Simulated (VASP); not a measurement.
# Ta (P6/mmm) in VASP: further runs

Runs on Ta. Level: PBEsol. Tasks: single point.

All numbers are computed with VASP 6.6.1; they aren't measurements. Logs are shortened: lines on timing, memory, paths and dates and some standing lists are left out, and cuts for length are marked.

## Step 1: Starting point

Symmetry: P6/mmm, No. 191, hexagonal system. The conventional cell has a = 2.853 Å, b = 2.853 Å, c = 2.666 Å, α = 90.00°, β = 90.00°, γ = 120.00°. Ta (site symmetry 6/mmm) is surrounded by 8 Ta at 2.67 to 2.85 Å.

The cell was built by a generator and needn't be a form met in nature.

## Step 2: Single point, PBEsol

The input, INCAR:

```
PREC = Accurate
ENCUT = 520
EDIFF = 1E-7
ISMEAR = 0
SIGMA = 0.1
LREAL = F
LASPH = T
NELM = 100
ALGO = Normal
ISIF = 2
LWAVE = F
LCHARG = F
GGA = PS
NBANDS = 12
```

The input, KPOINTS:

```
regular mesh
0
Gamma
  9 9 6
```

The input, POSCAR:

```
Ta
1.0
    2.8529996593      0.0000000000      0.0000000000
   -1.4264998297      2.4707701820      0.0000000000
    0.0000000000      0.0000000000      2.6657715567
Ta
1
Direct
    0.0000000000      0.0000000000      0.0000000000
```

Potentials or basis: VASP PAW PBE potentials, release 64 (Ta_pv).

On the command line:

```bash
> cat potpaw_PBE.64/Ta_pv/POTCAR > POTCAR
> mpirun -np 1 vasp_std > vasp.out
```

OUTCAR:

```text
PREC = Accurate
   ENCUT = 520
   EDIFF = 1E-7
   ISMEAR = 0
   LREAL = F
   LASPH = T
   NELM = 100
   ISIF = 2
   GGA = PS

 ion  position               nearest neighbor table
   1  0.000  0.000  0.000-

  LATTYP: Found a hexagonal cell.
 ALAT       =     2.8529996593
 C/A-ratio  =     0.9343750000

  Lattice vectors:

 A1 = (   2.8529996593,   0.0000000000,   0.0000000000)
 A2 = (  -1.4264998297,   2.4707701820,   0.0000000000)
 A3 = (   0.0000000000,   0.0000000000,   2.6657715567)

Analysis of symmetry for initial positions (statically):
=====================================================================
 Subroutine PRICEL returns:
 Original cell was already a primitive cell.

 Routine SETGRP: Setting up the symmetry group for a
 hexagonal supercell.

 Subroutine GETGRP returns: Found 24 space group operations
 (whereof 24 operations were pure point group operations)
 out of a pool of 24 trial point group operations.

The static configuration has the point symmetry D_6h.

Analysis of symmetry for dynamics (positions and initial velocities):
=====================================================================
 Subroutine PRICEL returns:
 Original cell was already a primitive cell.

 Routine SETGRP: Setting up the symmetry group for a
 hexagonal supercell.

 Subroutine GETGRP returns: Found 24 space group operations
 (whereof 24 operations were pure point group operations)
 out of a pool of 24 trial point group operations.

The dynamic configuration has the point symmetry D_6h.

 Subroutine INISYM returns: Found 24 space group operations
 (whereof 24 operations are pure point group operations),
 and found     1 'primitive' translations

----------------------------------------------------------------------------------------

                                     Primitive cell

  volume of cell :      18.7913

  direct lattice vectors                    reciprocal lattice vectors
     2.852999659  0.000000000  0.000000000     0.350508279  0.202366049  0.000000000
    -1.426499830  2.470770182  0.000000000     0.000000000  0.404732098  0.000000000
     0.000000000  0.000000000  2.665771557     0.000000000  0.000000000  0.375125917

  length of vectors
     2.852999659  2.852999659  2.665771557     0.404732098  0.404732098  0.375125917

  position of ions in fractional coordinates (direct lattice)
     0.000000000  0.000000000  0.000000000

  ion indices of the primitive-cell ions
   primitive index   ion index
                 1           1

----------------------------------------------------------------------------------------

 KPOINTS: regular mesh

Automatic generation of k-mesh.
 Grid dimensions read from file:
 generate k-points for:    9    9    6

 Generating k-lattice:

  Cartesian coordinates                     Fractional coordinates (reciprocal lattice)
     0.038945364  0.022485117  0.000000000     0.111111111  0.000000000  0.000000000
     0.000000000  0.044970233  0.000000000     0.000000000  0.111111111  0.000000000
     0.000000000  0.000000000  0.062520986     0.000000000  0.000000000  0.166666667

  Length of vectors
     0.044970233  0.044970233  0.062520986

  Shift w.r.t. Gamma in fractional coordinates (k-lattice)
     0.000000000  0.000000000  0.000000000

 Subroutine IBZKPT returns following result:
 ===========================================

 Found     48 irreducible k-points:

 Following reciprocal coordinates:
            Coordinates               Weight
  0.000000  0.000000  0.000000      1.000000
  0.111111 -0.000000  0.000000      6.000000
  0.222222 -0.000000  0.000000      6.000000
  0.333333 -0.000000  0.000000      6.000000
  0.444444 -0.000000  0.000000      6.000000
  0.111111  0.111111  0.000000      6.000000
[... 16 lines left out ...]
  0.333333  0.222222  0.166667     24.000000
  0.333333  0.333333  0.166667      4.000000
 [... further k-points ...]
   k-points           NKPTS =     48   k-points in BZ     NKDIM =     48   number of bands    NBANDS=     12
   number of dos      NEDOS =    301   number of ions     NIONS =      1
   total plane-waves  NPLWV =  11520
   dimension x,y,z NGX =    24 NGY =   24 NGZ =   20
   dimension x,y,z NGXF=    48 NGYF=   48 NGZF=   40
   ions per type =               1
   NGX,Y,Z   is equivalent  to a cutoff of  13.98, 13.98, 12.47 a.u.
   NGXF,Y,Z  is equivalent  to a cutoff of  27.97, 27.97, 24.95 a.u.
 SYSTEM =  unknown system
   PREC   = accura    normal or accurate (medium, high low for compatibility)
   ISTART =      0    job   : 0-new  1-cont  2-samecut
   ICHARG =      2    charge: 1-file 2-atom 10-const
   ISPIN  =      1    spin polarized calculation?
   LNONCOLLINEAR =      F non collinear calculations
   LSORBIT =      F    spin-orbit coupling
   LASPH  =      T    aspherical Exc in radial PAW
   ENCUT  =  520.0 eV  38.22 Ry    6.18 a.u.   5.30  5.30  4.96*2*pi/ulx,y,z
   NELM   =    100;   NELMIN=  2; NELMDL= -5     # of ELM steps
   EDIFF  = 0.1E-06   stopping-criterion for ELM
   LREAL  =      F    real-space projection
   EDIFFG = 0.1E-05   stopping-criterion for IOM
   NSW    =      0    number of steps for IOM
   IBRION =     -1    ionic relax: 0-MD 1-quasi-New 2-CG
   NFREE  =      0    steps in history (QN), initial steepest desc. (CG)
   ISIF   =      2    stress and relaxation
   ISYM   =      2    0-nonsym 1-usesym 2-fastsym
   POTIM  = 0.5000    time-step for ionic-motion
   TEBEG  =    0.0;   TEEND  =   0.0 temperature during run
   PSTRESS=    0.0 pullay stress
   NELECT =      11.0000    total number of electrons
   NUPDOWN=      -1.0000    fix difference up-down
   EMIN   =  10.00;   EMAX   =-10.00  energy-range for DOS
   EFERMI =   0.00;   METHOD = LEGACY
   ISMEAR =     0;   SIGMA  =   0.10  broadening in eV -4-tet -1-fermi 0-gaus
   EFERMI_NEDOS =   21; number of points for ismear=-14 and -15
   IALGO  =     38    algorithm
   IMIX   =      4    mixing-type and parameters
     AMIX     =   0.40;   BMIX     =  1.00
     AMIX_MAG =   1.60;   BMIX_MAG =  1.00
  volume/ion in A,a.u.               =      18.79       126.81
  Fermi-wavevector in a.u.,A,eV,Ry     =   1.369473  2.587928 25.517122  1.875456
  Thomas-Fermi vector in A             =   2.495345
   LORBIT       =      0    0 simple, 1 ext, 2 COOP (PROOUT), +10 PAW based schemes
   GGA     = PS    functional components
   LHFCALC =     F    Hartree Fock is set to
   AEXX    =    0.0000 exact exchange contribution
   IVDW    =     0    specifies the selected vdW correction
   LEPSILON=     F    determine dielectric tensor
   LRPA    =     F    only Hartree local field effects (RPA)
 non-spin polarized calculation
 Gauss-broadening in eV      SIGMA  =   0.10
  energy-cutoff  :      520.00
  volume of cell :       18.79
 maximum number of plane-waves:       525
 NGX is ok and might be reduce to    24

 number of electron      10.9999997 magnetization

 Free energy of the ion-electron system (eV)
  ---------------------------------------------------
  ext. energy  EPLUGINS =         0.00000000
  ---------------------------------------------------
  free energy    TOTEN  =       -11.82099420 eV

  energy without entropy =      -11.81799437  energy(sigma->0) =      -11.81949428

 E-fermi :   5.3475     XC(G=0): -12.4423

 val. band max:        5.3034359371   @ k =   0.1111   0.1111   0.3333
 cond. band min:       5.4131026340   @ k =   0.4444   0.1111   0.5000
 fundamental gap:      0.1096666969
 Fermi energy:         5.3474957581

 k-point     1 :       0.0000    0.0000    0.0000
  band No.  band energies     occupation
      1     -28.1536      2.00000
      2     -28.1536      2.00000
      3     -27.9235      2.00000
      4      -2.6857      2.00000
      5       2.3618      2.00000
      6       5.7652      0.00000
      7       5.7652      0.00000
      8      11.8675      0.00000
      9      11.8675      0.00000
     10      17.9682      0.00000
     11      19.6128      0.00000
     12      20.1605      0.00000

 k-point     2 :       0.1111   -0.0000    0.0000
  band No.  band energies     occupation
      1     -28.3068      2.00000
      2     -28.1877      2.00000
      3     -27.9076      2.00000
      4      -2.1995      2.00000
      5       2.5713      2.00000
      6       5.2224      1.92319
      7       6.2417      0.00000
      8      11.1568      0.00000
      9      11.7593      0.00000
     10      19.1780      0.00000
     11      19.6101      0.00000
     12      21.2847      0.00000

 k-point     3 :       0.2222   -0.0000    0.0000
  band No.  band energies     occupation
      1     -28.6805      2.00000
      2     -28.2730      2.00000
      3     -27.8672      2.00000
      4      -0.9695      2.00000
      5       2.9780      2.00000
      6       4.4389      2.00000
      7       7.6087      0.00000
      8       9.8075      0.00000
      9      11.4953      0.00000
     10      19.2988      0.00000
     11      19.6861      0.00000
     12      22.2103      0.00000
[... 286 lines left out ...]
 k-point    23 :       0.3333    0.2222    0.1667
  band No.  band energies     occupation
      1     -29.1390      2.00000
      2     -28.6985      2.00000
      3     -28.1531      2.00000
      4       2.8134      2.00000
      5       3.7606      2.00000
      6       5.0152      2.00000
      7       7.4550      0.00000
      8       8.0530      0.00000
      9      14.0182      0.00000
     10      14.5591      0.00000
     11      18.2991      0.00000
     12      19.6235      0.00000

 k-point    24 :       0.3333    0.3333    0.1667
  band No.  band energies     occupation
      1     -28.9641      2.00000
      2     -28.9641      2.00000
      3     -28.1435      2.00000
      4       3.7589      2.00000
      5       3.7589      2.00000
      6       4.8948      2.00000
      7       7.4623      0.00000
      8       7.4623      0.00000
      9      12.7990      0.00000
     10      16.5946      0.00000
     11      16.5946      0.00000
     12      19.6231      0.00000

 [... further k-points ...]

------------------------ aborting loop because EDIFF is reached ----------------------------------------

  FORCE on cell =-STRESS in cart. coord.  units (eV):
  Direction    XX          YY          ZZ          XY          YZ          ZX
  --------------------------------------------------------------------------------------
  -------------------------------------------------------------------------------------
  Total        0.3191392      0.3191392      0.7168609     -0.0000000     -0.0000000     -0.0000000
  in kB       27.2103231     27.2103231     61.1207197     -0.0000000     -0.0000000     -0.0000000
  external PRESSURE =      38.5137887 kB  Pullay stress =       0.0000000 kB

 VOLUME and BASIS-vectors are now :
 -----------------------------------------------------------------------------
  energy-cutoff  :      520.00
  volume of cell :       18.79
      direct lattice vectors                 reciprocal lattice vectors
     2.852999659  0.000000000  0.000000000     0.350508279  0.202366049  0.000000000
    -1.426499830  2.470770182  0.000000000     0.000000000  0.404732098  0.000000000
     0.000000000  0.000000000  2.665771557     0.000000000  0.000000000  0.375125917

 POSITION                                       TOTAL-FORCE (eV/Angst)
 -----------------------------------------------------------------------------------
      0.00000      0.00000      0.00000         0.000000      0.000000      0.000000
 -----------------------------------------------------------------------------------
    total drift:                                0.000000     -0.000000      0.000000

  FREE ENERGIE OF THE ION-ELECTRON SYSTEM (eV)
  ---------------------------------------------------
  free  energy   TOTEN  =       -11.8209942033 eV

  energy  without entropy=      -11.8179943651  energy(sigma->0) =      -11.81949428
```

It took 3.2 s on 1 thread of Intel Xeon 6975P-C (Granite Rapids), shared host; peak memory 0.13 GiB.

Results:

| Quantity | Value |
| --- | --- |
| Free energy | -11.8210 eV |
| Pressure | 3.9 GPa |
| Band gap on the k mesh | none (metal or under the smearing width) |

Stress tensor (GPa, compression positive):
```
2.72 0.00 0.00
0.00 2.72 0.00
0.00 0.00 6.11
```

Levels at points of the mesh, in eV from the Fermi level:
| k point | band 3 | band 4 | band 5 | band 6 | band 7 | band 8 |
| --- | --- | --- | --- | --- | --- | --- |
| (0.00, 0.00, 0.00) | -33.27 | -8.03 | -2.99 | 0.42 | 0.42 | 6.52 |
| (0.00, 0.00, 0.50) | -33.36 | -4.46 | -0.25 | 1.38 | 1.38 | 2.56 |

Caveat: the k mesh is coarse (spacing up to 0.39 Å⁻¹), so the values aren't converged; the PAW data sets were made with another functional, which shifts forces and pressure a little.

## Step 3: Single point, PBEsol

This run uses another cell than the first one: it holds 8 atoms, not 1.

Changes to INCAR since step 2:

```diff
@@ -8,3 +8,3 @@
 NELM = 100
-ALGO = Normal
+ALGO = Fast
 ISIF = 2
@@ -13,2 +13,2 @@
 GGA = PS
-NBANDS = 12
+NBANDS = 54
```

The input, KPOINTS:

```
Automatic mesh
0
Gamma
  8 8 8
```

The input, POSCAR:

```
Ta
1.0
    5.2535763220      0.0000000000      0.0000000000
    0.0000000000      5.2535763220      0.0000000000
    0.0000000000      0.0000000000      5.2535763220
Ta
8
Direct
    0.5000000000      0.5000000000      0.5000000000
    0.0000000000      0.0000000000      0.0000000000
    0.2500000000      0.0000000000      0.5000000000
    0.5000000000      0.2500000000      0.0000000000
    0.5000000000      0.7500000000      0.0000000000
    0.7500000000      0.0000000000      0.5000000000
    0.0000000000      0.5000000000      0.7500000000
    0.0000000000      0.5000000000      0.2500000000
```

Potentials or basis: VASP PAW PBE potentials, release 64 (Ta_pv).

On the command line:

```bash
> cat potpaw_PBE.64/Ta_pv/POTCAR > POTCAR
> mpirun -np 1 vasp_std > vasp.out
```

It took 5 min on 1 thread of Intel Xeon Platinum 8488C (Sapphire Rapids), shared host; peak memory 0.35 GiB.

The run converged. Its results:

* Free energy: -100.0669 eV
* Pressure: 0.2 GPa
* Band gap on the k mesh: none (metal or under the smearing width)

Levels at points of the mesh, in eV from the Fermi level:
| k point | band 41 | band 42 | band 43 | band 44 | band 45 | band 46 | band 47 | band 48 |
| --- | --- | --- | --- | --- | --- | --- | --- | --- |
| (0.00, 0.00, 0.00) | -1.06 | -1.06 | -0.78 | -0.78 | 0.07 | 0.07 | 0.84 | 0.84 |
| (0.50, 0.00, 0.00) | -0.46 | -0.46 | -0.03 | -0.03 | 0.30 | 0.30 | 0.43 | 0.43 |
| (0.50, 0.50, 0.00) | -0.68 | -0.45 | -0.45 | -0.27 | 0.15 | 0.57 | 0.57 | 1.70 |
| (0.50, 0.50, 0.50) | -0.94 | -0.94 | -0.09 | -0.09 | -0.09 | -0.09 | -0.09 | -0.09 |

Caveat: the PAW data sets were made with another functional, which shifts forces and pressure a little. The run has no spin-orbit coupling, so splittings on Ta are missing.

(Continued in part 2 of 2.)
